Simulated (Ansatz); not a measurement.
The system is Ge.

```
Ge
1.0
     1.39715   -2.60052    0.00000
     1.39715    2.60052    0.00000
     0.00000    0.00000    2.69823
Ge
1
Direct
  0.50000 0.50000 0.00000
```

This isn't the form of Ge at room conditions, which is diamond.

| Item | Value |
| --- | --- |
| Program | Ansatz 0.2.0 |
| Task | relaxation of cell and atoms |
| Functional | LDA |
| Potentials or basis | Ansatz PAW |
| Cutoff | 420 eV (not typed: the program's choice for these potentials) |
| k mesh | 11 × 11 × 10 |
| Occupations | fermi-dirac, width 0.05 eV |
| Spin | no spin polarisation |

At the start: volume 19.61 Å³/atom.

Where does the relaxation end?

It ends after 10 steps and the volume is 17.97 Å³/atom (-8.4 %); space group Cmmm (No. 65, to 0.05 Å).

Step by step:
```
step  energy change (eV)  largest force (eV/Å)  volume (Å³)
   1              0.0000                0.0000        19.61
   2             -0.0348                0.0000        17.85
   3             -0.0354                0.0000        17.97
   4             -0.0356                0.0000        17.97
   5             -0.0357                0.0000        17.96
   6             -0.0357                0.0000        17.96
   7             -0.0357                0.0000        17.96
   8             -0.0353                0.0000        17.96
   9             -0.0353                0.0000        17.97
  10             -0.0353                0.0000        17.97
```

Final structure:
```
Ge
1.0
     1.38772   -2.44335    0.00000
     1.38772    2.44335    0.00000
     0.00000    0.00000    2.64934
Ge
1
Cartesian
  1.3877 0.0000 0.0000
```

Caveat: the plane-wave basis is chosen anew once the cell has moved, so the energies of steps on either side of that aren't comparable; the PAW data sets come from PBE, with cores solved anew for the run's functional, which leaves a small shift of forces and pressure.
